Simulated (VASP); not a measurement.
# H2 in VASP: a series of runs

One molecule, H2, is run at these levels: PBEsol; tasks: single point, relaxation of the atoms.

Program: VASP 6.6.1. These are calculated values, not measurements. Logs are shortened: lines on timing, memory, paths and dates and some standing lists are left out, and cuts for length are marked.

### 1 The molecule as given

The cell holds a molecule in a box, 2 atoms: a = 9.000 Å, b = 9.500 Å, c = 10.000 Å, α = 90.00°, β = 90.00°, γ = 90.00°.

### 2 Single point, PBEsol

The input, INCAR:

```
PREC = Accurate
ENCUT = 520
EDIFF = 1E-6
ISMEAR = 0
SIGMA = 0.02
LREAL = False
LASPH = True
NELM = 100
ALGO = Normal
ISIF = 2
LWAVE = False
LCHARG = False
GGA = PS
NBANDS = 8
```

The input, KPOINTS:

```
regular mesh
0
Gamma
  1 1 1
```

The input, POSCAR:

```
H
1.0
    9.0000000000      0.0000000000      0.0000000000
    0.0000000000      9.5000000000      0.0000000000
    0.0000000000      0.0000000000     10.0000000000
H
2
Direct
    0.5000000000      0.5000000000      0.4621100098
    0.5000000000      0.5000000000      0.5378899902
```

Potentials or basis: VASP PAW PBE potentials, release 64 (H).

Command:

```
cat potpaw_PBE.64/H/POTCAR > POTCAR
mpirun -np 1 vasp_gam > vasp.out
```

OUTCAR:

```text
PREC = Accurate
   ENCUT = 520
   EDIFF = 1E-6
   ISMEAR = 0
   LREAL = False
   LASPH = True
   NELM = 100
   ISIF = 2
   GGA = PS

 ion  position               nearest neighbor table
   1  0.500  0.500  0.462-   2 0.76
   2  0.500  0.500  0.538-   1 0.76

  LATTYP: Found a simple orthorhombic cell.
 ALAT       =     9.0000000000
 B/A-ratio  =     1.0555555556
 C/A-ratio  =     1.1111111111

  Lattice vectors:

 A1 = (   9.0000000000,   0.0000000000,   0.0000000000)
 A2 = (   0.0000000000,   9.5000000000,   0.0000000000)
 A3 = (   0.0000000000,   0.0000000000,  10.0000000000)

Analysis of symmetry for initial positions (statically):
=====================================================================
 Subroutine PRICEL returns:
 Original cell was already a primitive cell.

 Routine SETGRP: Setting up the symmetry group for a
 simple orthorhombic supercell.

 Subroutine GETGRP returns: Found  8 space group operations
 (whereof  8 operations were pure point group operations)
 out of a pool of  8 trial point group operations.

The static configuration has the point symmetry D_2h.

Analysis of symmetry for dynamics (positions and initial velocities):
=====================================================================
 Subroutine PRICEL returns:
 Original cell was already a primitive cell.

 Routine SETGRP: Setting up the symmetry group for a
 simple orthorhombic supercell.

 Subroutine GETGRP returns: Found  8 space group operations
 (whereof  8 operations were pure point group operations)
 out of a pool of  8 trial point group operations.

The dynamic configuration has the point symmetry D_2h.

 Subroutine INISYM returns: Found  8 space group operations
 (whereof  8 operations are pure point group operations),
 and found     1 'primitive' translations

----------------------------------------------------------------------------------------

                                     Primitive cell

  volume of cell :     855.0000

  direct lattice vectors                    reciprocal lattice vectors
     9.000000000  0.000000000  0.000000000     0.111111111  0.000000000  0.000000000
     0.000000000  9.500000000  0.000000000     0.000000000  0.105263158  0.000000000
     0.000000000  0.000000000 10.000000000     0.000000000  0.000000000  0.100000000

  length of vectors
     9.000000000  9.500000000 10.000000000     0.111111111  0.105263158  0.100000000

  position of ions in fractional coordinates (direct lattice)
     0.500000000  0.500000000  0.462110010
     0.500000000  0.500000000  0.537889990

  ion indices of the primitive-cell ions
   primitive index   ion index
                 1           1
                 2           2

----------------------------------------------------------------------------------------

 KPOINTS: regular mesh

Automatic generation of k-mesh.
 Grid dimensions read from file:
 generate k-points for:    1    1    1

 Generating k-lattice:

  Cartesian coordinates                     Fractional coordinates (reciprocal lattice)
     0.111111111  0.000000000  0.000000000     1.000000000  0.000000000  0.000000000
     0.000000000  0.105263158  0.000000000     0.000000000  1.000000000  0.000000000
     0.000000000  0.000000000  0.100000000     0.000000000  0.000000000  1.000000000

  Length of vectors
     0.111111111  0.105263158  0.100000000

  Shift w.r.t. Gamma in fractional coordinates (k-lattice)
     0.000000000  0.000000000  0.000000000

 Subroutine IBZKPT returns following result:
 ===========================================

 Found      1 irreducible k-points:

 Following reciprocal coordinates:
            Coordinates               Weight
  0.000000  0.000000  0.000000      1.000000
   k-points           NKPTS =      1   k-points in BZ     NKDIM =      1   number of bands    NBANDS=      8
   number of dos      NEDOS =    301   number of ions     NIONS =      2
   total plane-waves  NPLWV = 403200
   dimension x,y,z NGX =    70 NGY =   72 NGZ =   80
   dimension x,y,z NGXF=   140 NGYF=  144 NGZF=  160
   ions per type =               2
   NGX,Y,Z   is equivalent  to a cutoff of  12.93, 12.60, 13.30 a.u.
   NGXF,Y,Z  is equivalent  to a cutoff of  25.86, 25.20, 26.60 a.u.
 SYSTEM =  unknown system
   PREC   = accura    normal or accurate (medium, high low for compatibility)
   ISTART =      0    job   : 0-new  1-cont  2-samecut
   ICHARG =      2    charge: 1-file 2-atom 10-const
   ISPIN  =      1    spin polarized calculation?
   LNONCOLLINEAR =      F non collinear calculations
   LSORBIT =      F    spin-orbit coupling
   LASPH  =      T    aspherical Exc in radial PAW
   ENCUT  =  520.0 eV  38.22 Ry    6.18 a.u.  16.73 17.66 18.59*2*pi/ulx,y,z
   NELM   =    100;   NELMIN=  2; NELMDL= -5     # of ELM steps
   EDIFF  = 0.1E-05   stopping-criterion for ELM
   LREAL  =      F    real-space projection
   EDIFFG = 0.1E-04   stopping-criterion for IOM
   NSW    =      0    number of steps for IOM
   IBRION =     -1    ionic relax: 0-MD 1-quasi-New 2-CG
   NFREE  =      0    steps in history (QN), initial steepest desc. (CG)
   ISIF   =      2    stress and relaxation
   ISYM   =      2    0-nonsym 1-usesym 2-fastsym
   POTIM  = 0.5000    time-step for ionic-motion
   TEBEG  =    0.0;   TEEND  =   0.0 temperature during run
   PSTRESS=    0.0 pullay stress
   NELECT =       2.0000    total number of electrons
   NUPDOWN=      -1.0000    fix difference up-down
   EMIN   =  10.00;   EMAX   =-10.00  energy-range for DOS
   EFERMI =   0.00;   METHOD = LEGACY
   ISMEAR =     0;   SIGMA  =   0.02  broadening in eV -4-tet -1-fermi 0-gaus
   EFERMI_NEDOS =   21; number of points for ismear=-14 and -15
   IALGO  =     38    algorithm
   IMIX   =      4    mixing-type and parameters
     AMIX     =   0.40;   BMIX     =  1.00
     AMIX_MAG =   1.60;   BMIX_MAG =  1.00
  volume/ion in A,a.u.               =     427.50      2884.91
  Fermi-wavevector in a.u.,A,eV,Ry     =   0.217318  0.410672  0.642565  0.047227
  Thomas-Fermi vector in A             =   0.994036
   LORBIT       =      0    0 simple, 1 ext, 2 COOP (PROOUT), +10 PAW based schemes
   GGA     = PS    functional components
   LHFCALC =     F    Hartree Fock is set to
   AEXX    =    0.0000 exact exchange contribution
   IVDW    =     0    specifies the selected vdW correction
   LEPSILON=     F    determine dielectric tensor
   LRPA    =     F    only Hartree local field effects (RPA)
 non-spin polarized calculation
 Gauss-broadening in eV      SIGMA  =   0.02
  energy-cutoff  :      520.00
  volume of cell :      855.00
 maximum number of plane-waves:     11510
 NGX is ok and might be reduce to    70
   NGX = 33   NGY = 35   NGZ = 37

 number of electron       2.0000001 magnetization

 Free energy of the ion-electron system (eV)
  ---------------------------------------------------
  ext. energy  EPLUGINS =         0.00000000
  ---------------------------------------------------
  free energy    TOTEN  =        -6.51344970 eV

  energy without entropy =       -6.51344970  energy(sigma->0) =       -6.51344970

 E-fermi :  -9.9995     XC(G=0):  -0.4279

 val. band max:      -10.1074260321   @ k =   0.0000   0.0000   0.0000
 cond. band min:      -0.1690466460   @ k =   0.0000   0.0000   0.0000
 fundamental gap:      9.9383793861
 Fermi energy:        -9.9994514842

 k-point     1 :       0.0000    0.0000    0.0000
  band No.  band energies     occupation
      1     -10.1074      2.00000
      2      -0.1690      0.00000
      3       0.4259      0.00000
      4       1.0756      0.00000
      5       1.2082      0.00000
      6       1.3623      0.00000
      7       1.5283      0.00000
      8       1.7254      0.00000

------------------------ aborting loop because EDIFF is reached ----------------------------------------

  FORCE on cell =-STRESS in cart. coord.  units (eV):
  Direction    XX          YY          ZZ          XY          YZ          ZX
  --------------------------------------------------------------------------------------
  -------------------------------------------------------------------------------------
  Total       -0.0254610     -0.0247341     -0.0167253      0.0000000      0.0000000      0.0000000
  in kB       -0.0477112     -0.0463490     -0.0313415      0.0000000      0.0000000      0.0000000
  external PRESSURE =      -0.0418006 kB  Pullay stress =       0.0000000 kB

 VOLUME and BASIS-vectors are now :
 -----------------------------------------------------------------------------
  energy-cutoff  :      520.00
  volume of cell :      855.00
      direct lattice vectors                 reciprocal lattice vectors
     9.000000000  0.000000000  0.000000000     0.111111111  0.000000000  0.000000000
     0.000000000  9.500000000  0.000000000     0.000000000  0.105263158  0.000000000
     0.000000000  0.000000000 10.000000000     0.000000000  0.000000000  0.100000000

 POSITION                                       TOTAL-FORCE (eV/Angst)
 -----------------------------------------------------------------------------------
      4.50000      4.75000      4.62110         0.000000      0.000000     -0.018799
      4.50000      4.75000      5.37890         0.000000      0.000000      0.018799
 -----------------------------------------------------------------------------------
    total drift:                                0.000000      0.000000      0.000000

  FREE ENERGIE OF THE ION-ELECTRON SYSTEM (eV)
  ---------------------------------------------------
  free  energy   TOTEN  =        -6.5134496971 eV

  energy  without entropy=       -6.5134496971  energy(sigma->0) =       -6.51344970
```

Run time: 59 s. Hardware: 1 thread of AMD EPYC 7R43 (Zen 3), shared host; peak memory 0.61 GiB.

Results:

* Free energy: -6.5134 eV
* Largest force: 0.019 eV/Å
* Gap between the frontier levels: 9.94 eV

Forces in eV/Å, atoms in the order of the input:
```
H    0.000  0.000 -0.019
H    0.000  0.000  0.019
```

Levels at points of the mesh, in eV from the valence-band top:
| k point | band 1 | band 2 | band 3 | band 4 | band 5 | band 6 |
| --- | --- | --- | --- | --- | --- | --- |
| (0.00, 0.00, 0.00) | 0.00 | 9.94 | 10.53 | 11.18 | 11.32 | 11.47 |

Caveat: the PAW data sets were made with another functional, which shifts forces and pressure a little. As with any semilocal functional, this PBEsol gap is likely too small.

### 3 Relaxation of the atoms, PBEsol

The input, INCAR:

```
PREC = Accurate ; ENCUT = 520
EDIFF = 1E-6 ; ISMEAR = 0
SIGMA = 0.02 ; LREAL = False
LASPH = True ; NELM = 100
ALGO = Normal ; ISIF = 2
LWAVE = False ; LCHARG = False
GGA = PS ; IBRION = 2
NSW = 80 ; EDIFFG = -0.02
```

The input, KPOINTS:

```
Automatic mesh
0
Gamma
  1 1 1
```

The input, POSCAR:

```
H
1.0
    9.0000000000      0.0000000000      0.0000000000
    0.0000000000      9.5000000000      0.0000000000
    0.0000000000      0.0000000000     10.0000000000
H
2
Direct
    0.5000000000      0.5000000000      0.4625000000
    0.5000000000      0.5000000000      0.5375000000
```

Potentials or basis: VASP PAW PBE potentials, release 64 (H).

Command:

```
cat potpaw_PBE.64/H/POTCAR > POTCAR
mpirun -np 1 vasp_gam > vasp.out
```

OUTCAR:

```text
PREC = Accurate
   ENCUT = 520
   EDIFF = 1E-6
   ISMEAR = 0
   LREAL = False
   LASPH = True
   NELM = 100
   ISIF = 2
   GGA = PS
   IBRION = 2
   NSW = 80
   EDIFFG = -0.02

 ion  position               nearest neighbor table
   1  0.500  0.500  0.462-   2 0.75
   2  0.500  0.500  0.538-   1 0.75

  LATTYP: Found a simple orthorhombic cell.
 ALAT       =     9.0000000000
 B/A-ratio  =     1.0555555556
 C/A-ratio  =     1.1111111111

  Lattice vectors:

 A1 = (   9.0000000000,   0.0000000000,   0.0000000000)
 A2 = (   0.0000000000,   9.5000000000,   0.0000000000)
 A3 = (   0.0000000000,   0.0000000000,  10.0000000000)

Analysis of symmetry for initial positions (statically):
=====================================================================
 Subroutine PRICEL returns:
[... 188 lines left out ...]
 E-fermi :  -9.9134     XC(G=0):  -0.4359

 val. band max:      -10.0157015258   @ k =   0.0000   0.0000   0.0000
 cond. band min:      -0.1741515602   @ k =   0.0000   0.0000   0.0000
 fundamental gap:      9.8415499655
 Fermi energy:        -9.9133940736

 k-point     1 :       0.0000    0.0000    0.0000
  band No.  band energies     occupation
      1     -10.0157      2.00000
      2      -0.1742      0.00000
      3       0.3619      0.00000
      4       1.0629      0.00000
      5       1.1961      0.00000
[... 33 lines left out ...]
--------------------------------------- Ionic step        3  -------------------------------------------

 number of electron       2.0000001 magnetization

 Free energy of the ion-electron system (eV)
  ---------------------------------------------------
  ext. energy  EPLUGINS =         0.00000000
  ---------------------------------------------------
  free energy    TOTEN  =        -6.51345477 eV

  energy without entropy =       -6.51345477  energy(sigma->0) =       -6.51345477

 E-fermi : -10.0012     XC(G=0):  -0.4289

 val. band max:      -10.1044625947   @ k =   0.0000   0.0000   0.0000
 cond. band min:      -0.1680572957   @ k =   0.0000   0.0000   0.0000
 fundamental gap:      9.9364052990
 Fermi energy:       -10.0012378165

 k-point     1 :       0.0000    0.0000    0.0000
  band No.  band energies     occupation
      1     -10.1045      2.00000
      2      -0.1681      0.00000
      3       0.4247      0.00000
      4       1.0749      0.00000
      5       1.2078      0.00000
[... 27 lines left out ...]
  FREE ENERGIE OF THE ION-ELECTRON SYSTEM (eV)
  ---------------------------------------------------
  free  energy   TOTEN  =        -6.5134547679 eV

  energy  without entropy=       -6.5134547679  energy(sigma->0) =       -6.51345477

 reached required accuracy - stopping structural energy minimisation
```

Wall time 1.9 min (1 thread of AMD EPYC 7R43 (Zen 3), shared host); peak memory 0.7 GiB.

Results:

```
Free energy                     : -6.5135 eV
Energy gained by relaxing       : 0.6 meV/atom
Ionic steps                     : 3
Gap between the frontier levels : 9.94 eV
```

Step by step:
```csv
step,energy change (eV),largest force (eV/Å),pressure (GPa)
1,0.0000,0.2863,0.01
2,0.0047,0.6032,-0.03
3,-0.0012,0.0003,-0.01
```

Final structure:
```xyz
2
Lattice="9.0000 0.0000 0.0000 0.0000 9.5000 0.0000 0.0000 0.0000 10.0000" Properties=species:S:1:pos:R:3 pbc="T T T"
H     4.5000    4.7500    4.6208
H     4.5000    4.7500    5.3792
```

Levels at points of the mesh, in eV from the valence-band top:
```tsv
k point	band 1	band 2	band 3	band 4	band 5
(0.00, 0.00, 0.00)	0.00	9.94	10.53	11.18	11.31
```

Caveat: the PAW data sets were made with another functional, which shifts forces and pressure a little. PBEsol gaps usually lie below the measured ones, often by a third to a half.
